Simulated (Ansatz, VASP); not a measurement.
# Pd in VASP and in Ansatz

INCAR

```
ALGO = Normal ; EDIFF = 1E-6
ENCUT = 520 ; GGA = PE
ISIF = 2 ; ISMEAR = -1
LASPH = True ; LCHARG = False
LREAL = False ; LWAVE = False
NBANDS = 11 ; NELM = 60
PREC = Accurate ; SIGMA = 0.1
```

Contents of KPOINTS:

```
k-points
0
Gamma
  13 13 13
```

File POSCAR:

```
Pd
1.0
    2.6156052913      0.0000000000      0.0000000000
    0.0000000000      2.6156052913      0.0000000000
    0.0000000000      0.0000000000      2.6156052913
Pd
1
Direct
    0.0000000000      0.0000000000      0.0000000000
```

Input for Ansatz:

```yaml
crystal:
  lattice:
    - [2.6156052913, 0.0, 0.0]
    - [0.0, 2.6156052913, 0.0]
    - [0.0, 0.0, 2.6156052913]
  atoms:
    - { symbol: Pd, position: [0.0, 0.0, 0.0] }
hamiltonian:
  xc: pbe
  pseudopotentials:
    kind: paw
    azcp:
      Pd: "pseudopotentials/Pd.paw.azcp"
basis:
  ecutwfc: 420
  fft_grid_basis: typed
kpoints:
  mp_grid: { grid: [13, 13, 13], shift: [0, 0, 0] }
magnetization:
  spin_polarized: false
scf:
  occupations: { method: fermi_dirac, width: 0.1 }
  lower_state_search: "off"
output:
  stress: true
```

Alike in both runs: task single point; functional PBE; k mesh 13 × 13 × 13; occupations fermi-dirac, width 0.1 eV; no spin polarisation.

```csv
,VASP,Ansatz
version,VASP 6.6.1,Ansatz 0.2.0
potentials or method,"VASP PAW PBE potentials, release 64 (Pd)","plane waves (420 eV) with PAW, scalar-relativistic"
plane-wave cutoff (eV),520,420
valence electrons in the cell,10,18
```

```tsv
	VASP	Ansatz	Ansatz less VASP
pressure (GPa)	-0.5	-0.2	+0.31
```

With one functional, cell and mesh, what is left measures potentials, basis and numerics. The two sets of potentials don't hold the same shells in valence.
